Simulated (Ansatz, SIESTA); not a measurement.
Given: the input of a run of SIESTA 5.4.2 on CdSe. The cell is a database's computed one, not the measured one.

File CdSe.fdf:

```
SystemName                      CdSe
SystemLabel                     CdSe
NumberOfSpecies                 2
NumberOfAtoms                   2
%block ChemicalSpeciesLabel
  1  48 Cd
  2  34 Se
%endblock ChemicalSpeciesLabel

LatticeConstant                 1.0 Ang
%block LatticeVectors
     0.0000000000     3.0702711986     3.0702711986
     3.0702711986     0.0000000000     3.0702711986
     3.0702711986     3.0702711986     0.0000000000
%endblock LatticeVectors
AtomicCoordinatesFormat         Fractional
%block AtomicCoordinatesAndAtomicSpecies
     0.0000000000     0.0000000000     0.0000000000  1  Cd
     0.2500000000     0.2500000000     0.2500000000  2  Se
%endblock AtomicCoordinatesAndAtomicSpecies

%block kgrid.MonkhorstPack
    8   0   0  0.0
    0   8   0  0.0
    0   0   8  0.0
%endblock kgrid.MonkhorstPack
XC.Functional                   LDA
XC.Authors                      PW92
PAO.BasisSize                   SZP
PAO.EnergyShift                 0.005 Ry
Mesh.Cutoff                     800 Ry
OccupationFunction              FD
ElectronicTemperature           0.05 eV
MaxSCFIterations                120
SCF.MustConverge                false
SCF.Mixer.Method                Pulay
SCF.Mixer.Weight                0.25
SCF.Mixer.History               8
SCF.DM.Tolerance                5.0e-05
SCF.H.Tolerance                 1.0e-03 eV
WriteForces                     true
Charge.Mulliken                 end
MD.TypeOfRun                    Broyden
MD.Steps                        40
MD.MaxForceTol                  0.01 eV/Ang
MD.MaxDispl                     0.1 Ang
WriteCoorStep                   true
AtomCoorFormatOut               Fractional
MD.VariableCell                 true
MD.MaxStressTol                 0.05 GPa
Diag.ParallelOverK              true
```

Potentials or basis: PseudoDojo 0.4 standard (LDA files), converted to PSML, SZP (energy shift 0.005 Ry).

Launch:

```bash
$ mpirun -n 4 siesta CdSe.fdf > CdSe.out 2>&1
```

Translate it to Ansatz 0.2.0. Potentials or basis there: all-electron LAPW, scalar-relativistic.

As run (cutoffs and basis follow the program's own potentials, and thresholds, step limits or extra output files can differ):

The input input.yaml:

```yaml
crystal:
  lattice:
    - [0.0, 3.0702711986, 3.0702711986]
    - [3.0702711986, 0.0, 3.0702711986]
    - [3.0702711986, 3.0702711986, 0.0]
  atoms:
    - { symbol: Cd, position: [0.0, 0.0, 0.0] }
    - { symbol: Se, position: [0.25, 0.25, 0.25] }
kpoints:
  mp_grid: { grid: [8, 8, 8] }
scf:
  occupations: { method: fermi_dirac, width: 0.05 }
hamiltonian:
  xc: lda
  pseudopotentials: { kind: all_electron, lapw: { basis_error: 0.001 } }
output:
  forces: true
  stress: true
relax:
  f_tol: 0.005
  max_steps: 60
  cell: {}
```

Potentials or basis: all-electron LAPW, scalar-relativistic.

Command:

```console
$ ansatz run input.yaml --threads 1 --pin off --max-ram 3072MiB --backend cpu --events-out ev --progress --plain --runs-dir out
```

Both were run:

|  | SIESTA | Ansatz |
| --- | --- | --- |
| Relaxed volume | 27.81 Å³/atom | 27.12 Å³/atom |
| Relaxed cell | a = 4.285 Å, b = 4.285 Å, c = 4.285 Å, α = 60.00°, β = 60.00°, γ = 60.00° | a = 4.249 Å, b = 4.249 Å, c = 4.249 Å, α = 60.00°, β = 60.00°, γ = 60.00° |
| Space group after relaxing | F-43m (No. 216) | F-43m (No. 216) |
| Pressure after relaxing | 0.0 GPa | 0.0 GPa |

Where Ansatz's input types no cutoff or centring, it takes its own default and a Γ-centred mesh.

The two programs' LDA may be different fits to the electron gas.

The two runs disagree by more than potentials and bases usually give (in gap, levels, pressure or energy); the cause wasn't traced.

Pressure is positive in compression.
